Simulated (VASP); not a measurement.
# SiC (Moissanite 3C) (F-43m) in VASP: settings compared

One crystal, SiC (Moissanite 3C), is run at these levels: vdW-DF-cx, rev-vdW-DF2; tasks: relaxation of cell and atoms.

Program: VASP 6.6.1. These are calculated values, not measurements. Logs are shortened: lines on timing, memory, paths and dates and some standing lists are left out, and cuts for length are marked.

## (1) Starting point

The structure is cubic, space group F-43m (No. 216). The conventional cell has a = 4.358 Å, b = 4.358 Å, c = 4.358 Å, α = 90.00°, β = 90.00°, γ = 90.00°. Si (site symmetry -43m) is surrounded by 4 C at 1.89 Å. C (site symmetry -43m) has 4 Si at 1.89 Å as nearest neighbours.

## (2) Relaxation of cell and atoms, vdW-DF-cx

Input file INCAR:

```
SYSTEM = SiC
PREC = Accurate ; ENCUT = 600
EDIFF = 1E-6 ; ISMEAR = -1
SIGMA = 0.05 ; LREAL = .FALSE.
LASPH = .TRUE. ; NELM = 60
ALGO = Normal ; ISIF = 3
LWAVE = .FALSE. ; LCHARG = .FALSE.
GGA = CX ; LUSE_VDW = .TRUE.
AGGAC = 0.0 ; IBRION = 2
NSW = 60 ; EDIFFG = -0.01
```

Input file KPOINTS:

```
regular mesh
0
G
  10 10 10
  0 0 0
```

Input file POSCAR:

```
SiC
1.0
    0.0000000000      2.1790000000      2.1790000000
    2.1790000000      0.0000000000      2.1790000000
    2.1790000000      2.1790000000      0.0000000000
Si C
1 1
Direct
    0.0000000000      0.0000000000      0.0000000000
    0.7500000000      0.7500000000      0.7500000000
```

Potentials or basis: VASP PAW PBE potentials, release 64 (Si, C).

Started as:

```bash
cat potpaw_PBE.64/Si/POTCAR potpaw_PBE.64/C/POTCAR > POTCAR
mpirun -np 1 vasp_std > vasp.out
```

OUTCAR:

```text
SYSTEM = SiC
   PREC = Accurate
   ENCUT = 600
   EDIFF = 1E-6
   ISMEAR = -1
   LREAL = .FALSE.
   LASPH = .TRUE.
   NELM = 60
   ISIF = 3
   GGA = CX
   IBRION = 2
   NSW = 60
   EDIFFG = -0.01

 ion  position               nearest neighbor table
   1  0.000  0.000  0.000-   2 1.89   2 1.89   2 1.89   2 1.89
   2  0.750  0.750  0.750-   1 1.89   1 1.89   1 1.89   1 1.89

  LATTYP: Found a face centered cubic cell.
 ALAT       =     4.3580000000

  Lattice vectors:

 A1 = (   0.0000000000,   2.1790000000,   2.1790000000)
 A2 = (   2.1790000000,   0.0000000000,   2.1790000000)
 A3 = (   2.1790000000,   2.1790000000,   0.0000000000)

Analysis of symmetry for initial positions (statically):
=====================================================================
 Subroutine PRICEL returns:
 Original cell was already a primitive cell.

 Routine SETGRP: Setting up the symmetry group for a
 face centered cubic supercell.

 Subroutine GETGRP returns: Found 24 space group operations
 (whereof 24 operations were pure point group operations)
 out of a pool of 48 trial point group operations.

The static configuration has the point symmetry T_d .

Analysis of symmetry for dynamics (positions and initial velocities):
=====================================================================
 Subroutine PRICEL returns:
 Original cell was already a primitive cell.

 Routine SETGRP: Setting up the symmetry group for a
 face centered cubic supercell.

 Subroutine GETGRP returns: Found 24 space group operations
 (whereof 24 operations were pure point group operations)
 out of a pool of 48 trial point group operations.

The dynamic configuration has the point symmetry T_d .

 Subroutine INISYM returns: Found 24 space group operations
 (whereof 24 operations are pure point group operations),
 and found     1 'primitive' translations

----------------------------------------------------------------------------------------

                                     Primitive cell

  volume of cell :      20.6920

  direct lattice vectors                    reciprocal lattice vectors
     0.000000000  2.179000000  2.179000000    -0.229463056  0.229463056  0.229463056
     2.179000000  0.000000000  2.179000000     0.229463056 -0.229463056  0.229463056
     2.179000000  2.179000000  0.000000000     0.229463056  0.229463056 -0.229463056

  length of vectors
     3.081571352  3.081571352  3.081571352     0.397441672  0.397441672  0.397441672

  position of ions in fractional coordinates (direct lattice)
     0.000000000  0.000000000  0.000000000
     0.750000000  0.750000000  0.750000000

  ion indices of the primitive-cell ions
   primitive index   ion index
                 1           1
                 2           2

----------------------------------------------------------------------------------------

 KPOINTS: regular mesh

Automatic generation of k-mesh.
 Grid dimensions read from file:
 generate k-points for:   10   10   10

 Generating k-lattice:

  Cartesian coordinates                     Fractional coordinates (reciprocal lattice)
    -0.022946306  0.022946306  0.022946306     0.100000000  0.000000000  0.000000000
     0.022946306 -0.022946306  0.022946306     0.000000000  0.100000000  0.000000000
     0.022946306  0.022946306 -0.022946306     0.000000000  0.000000000  0.100000000

  Length of vectors
     0.039744167  0.039744167  0.039744167

  Shift w.r.t. Gamma in fractional coordinates (k-lattice)
     0.000000000  0.000000000  0.000000000

 Subroutine IBZKPT returns following result:
 ===========================================

 Found     47 irreducible k-points:

 Following reciprocal coordinates:
            Coordinates               Weight
  0.000000  0.000000  0.000000      1.000000
  0.100000  0.000000  0.000000      8.000000
  0.200000  0.000000  0.000000      8.000000
  0.300000  0.000000  0.000000      8.000000
  0.400000  0.000000  0.000000      8.000000
  0.500000  0.000000  0.000000      4.000000
[... 16 lines left out ...]
  0.300000  0.300000  0.000000      6.000000
  0.400000  0.300000  0.000000     24.000000
 [... further k-points ...]
   k-points           NKPTS =     47   k-points in BZ     NKDIM =     47   number of bands    NBANDS=      8
   number of dos      NEDOS =    301   number of ions     NIONS =      2
   total plane-waves  NPLWV =  21952
   dimension x,y,z NGX =    28 NGY =   28 NGZ =   28
   dimension x,y,z NGXF=    56 NGYF=   56 NGZF=   56
   ions per type =               1   1
   NGX,Y,Z   is equivalent  to a cutoff of  15.11, 15.11, 15.11 a.u.
   NGXF,Y,Z  is equivalent  to a cutoff of  30.21, 30.21, 30.21 a.u.
 SYSTEM =  SiC
   PREC   = accura    normal or accurate (medium, high low for compatibility)
   ISTART =      0    job   : 0-new  1-cont  2-samecut
   ICHARG =      2    charge: 1-file 2-atom 10-const
   ISPIN  =      1    spin polarized calculation?
   LNONCOLLINEAR =      F non collinear calculations
   LSORBIT =      F    spin-orbit coupling
   LASPH  =      T    aspherical Exc in radial PAW
   ENCUT  =  600.0 eV  44.10 Ry    6.64 a.u.   6.15  6.15  6.15*2*pi/ulx,y,z
   NELM   =     60;   NELMIN=  2; NELMDL= -5     # of ELM steps
   EDIFF  = 0.1E-05   stopping-criterion for ELM
   LREAL  =      F    real-space projection
   EDIFFG = -.1E-01   stopping-criterion for IOM
   NSW    =     60    number of steps for IOM
   IBRION =      2    ionic relax: 0-MD 1-quasi-New 2-CG
   NFREE  =      1    steps in history (QN), initial steepest desc. (CG)
   ISIF   =      3    stress and relaxation
   ISYM   =      2    0-nonsym 1-usesym 2-fastsym
   POTIM  = 0.5000    time-step for ionic-motion
   TEBEG  =    0.0;   TEEND  =   0.0 temperature during run
   PSTRESS=    0.0 pullay stress
   NELECT =       8.0000    total number of electrons
   NUPDOWN=      -1.0000    fix difference up-down
   EMIN   =  10.00;   EMAX   =-10.00  energy-range for DOS
   EFERMI =   0.00;   METHOD = LEGACY
   ISMEAR =    -1;   SIGMA  =   0.05  broadening in eV -4-tet -1-fermi 0-gaus
   EFERMI_NEDOS =   21; number of points for ismear=-14 and -15
   IALGO  =     38    algorithm
   IMIX   =      4    mixing-type and parameters
     AMIX     =   0.40;   BMIX     =  1.00
     AMIX_MAG =   1.60;   BMIX_MAG =  1.00
  volume/ion in A,a.u.               =      10.35        69.82
  Fermi-wavevector in a.u.,A,eV,Ry     =   1.192626  2.253736 19.352338  1.422357
  Thomas-Fermi vector in A             =   2.328660
   LORBIT       =      0    0 simple, 1 ext, 2 COOP (PROOUT), +10 PAW based schemes
   GGA     = CX    functional components
   LHFCALC =     F    Hartree Fock is set to
   AEXX    =    0.0000 exact exchange contribution
   IVDW_NL    =     1    kernel type
   BPARAM     = 6.3000
   IVDW    =     0    specifies the selected vdW correction
   LEPSILON=     F    determine dielectric tensor
   LRPA    =     F    only Hartree local field effects (RPA)
 conjugate gradient relaxation of ions
 non-spin polarized calculation
  energy-cutoff  :      600.00
  volume of cell :       20.69
 maximum number of plane-waves:       701
 NGX is ok and might be reduce to    28
   NGX = 13   NGY = 13   NGZ = 13

--------------------------------------- Ionic step        1  -------------------------------------------

 number of electron       8.0000000 magnetization

 Free energy of the ion-electron system (eV)
  ---------------------------------------------------
  ext. energy  EPLUGINS =         0.00000000
  ---------------------------------------------------
  free energy    TOTEN  =       -13.11290957 eV

  energy without entropy =      -13.11290955  energy(sigma->0) =      -13.11290956

------------------------ aborting loop because EDIFF is reached ----------------------------------------

  FORCE on cell =-STRESS in cart. coord.  units (eV):
  Direction    XX          YY          ZZ          XY          YZ          ZX
  --------------------------------------------------------------------------------------
  -------------------------------------------------------------------------------------
  Total        0.2088736      0.2088736      0.2088736     -0.0000000     -0.0000000      0.0000000
  in kB       16.1730725     16.1730725     16.1730725     -0.0000000     -0.0000000      0.0000000
  external PRESSURE =      16.1730725 kB  Pullay stress =       0.0000000 kB
[... 61 lines left out ...]
Total vdW correction in eV:      0.9305339

--------------------------------------- Ionic step        3  -------------------------------------------

 number of electron       8.0000000 magnetization

 Free energy of the ion-electron system (eV)
  ---------------------------------------------------
  ext. energy  EPLUGINS =         0.00000000
  ---------------------------------------------------
  free energy    TOTEN  =       -13.11366515 eV

  energy without entropy =      -13.11366512  energy(sigma->0) =      -13.11366513

 E-fermi :   8.6894     XC(G=0): -11.3858

 val. band max:        8.0103449901   @ k =   0.0000   0.0000   0.0000
 cond. band min:       9.3297716014   @ k =   0.5000   0.5000   0.0000
 fundamental gap:      1.3194266113
 Fermi energy:         8.6893634856

 k-point     1 :       0.0000    0.0000    0.0000
  band No.  band energies     occupation
      1      -7.3276      2.00000
      2       8.0103      2.00000
      3       8.0103      2.00000
      4       8.0103      2.00000
      5      14.1752      0.00000
      6      15.2556      0.00000
      7      15.2556      0.00000
      8      15.2556      0.00000
[... 243 lines left out ...]
 k-point    24 :       0.4000    0.3000    0.0000
  band No.  band energies     occupation
      1      -4.2009      2.00000
      2       2.4520      2.00000
      3       4.8636      2.00000
      4       5.3897      2.00000
      5      10.8371      0.00000
      6      13.5862      0.00000
      7      19.5426      0.00000
      8      19.8553      0.00000

 [... further k-points ...]

------------------------ aborting loop because EDIFF is reached ----------------------------------------

  FORCE on cell =-STRESS in cart. coord.  units (eV):
  Direction    XX          YY          ZZ          XY          YZ          ZX
  --------------------------------------------------------------------------------------
  -------------------------------------------------------------------------------------
  Total        0.0010959      0.0010959      0.0010959     -0.0000000     -0.0000000      0.0000000
  in kB        0.0842372      0.0842372      0.0842372     -0.0000000     -0.0000000      0.0000000
  external PRESSURE =       0.0842372 kB  Pullay stress =       0.0000000 kB
[... 17 lines left out ...]
  FREE ENERGIE OF THE ION-ELECTRON SYSTEM (eV)
  ---------------------------------------------------
  free  energy   TOTEN  =       -13.1136651468 eV

  energy  without entropy=      -13.1136651226  energy(sigma->0) =      -13.11366513

Total vdW correction in eV:      0.9265799

 reached required accuracy - stopping structural energy minimisation
```

It took 51 s on 1 thread of Intel Xeon 6975P-C (Granite Rapids), shared host; peak memory 0.31 GiB.

Results:

```
Free energy                            : -13.1137 eV
Relaxed volume                         : 10.42 Å³/atom
Relaxed cell                           : a = 3.089 Å, b = 3.089 Å, c = 3.089 Å, α = 60.00°, β = 60.00°, γ = 60.00°
Space group after relaxing (to 0.05 Å) : F-43m (No. 216)
Energy gained by relaxing              : 0.4 meV/atom
Ionic steps                            : 3
Pressure after relaxing                : 0.0 GPa
Band gap on the k mesh                 : 1.32 eV, indirect (least direct gap 4.50 eV)
```

The path:
| step | energy change (eV) | largest force (eV/Å) | pressure (GPa) | volume (Å³) |
| --- | --- | --- | --- | --- |
| 1 | 0.0000 | 0.0000 | 1.62 | 20.69 |
| 2 | 0.0001 | 0.0000 | -1.66 | 21.01 |
| 3 | -0.0008 | 0.0000 | 0.01 | 20.84 |

Final structure:
```yaml
crystal:
  lattice:
    - [0.00000, 2.18431, 2.18431]
    - [2.18431, 0.00000, 2.18431]
    - [2.18431, 2.18431, 0.00000]
  atoms:
    - { symbol: Si, position: [0.00000, 0.00000, 0.00000] }
    - { symbol: C, position: [0.75000, 0.75000, 0.75000] }
```

Caveat: the PAW data sets were made with another functional, which shifts forces and pressure a little. Zero-point motion and thermal expansion aren't in these numbers.

(Part 1 of 2 ends here.)
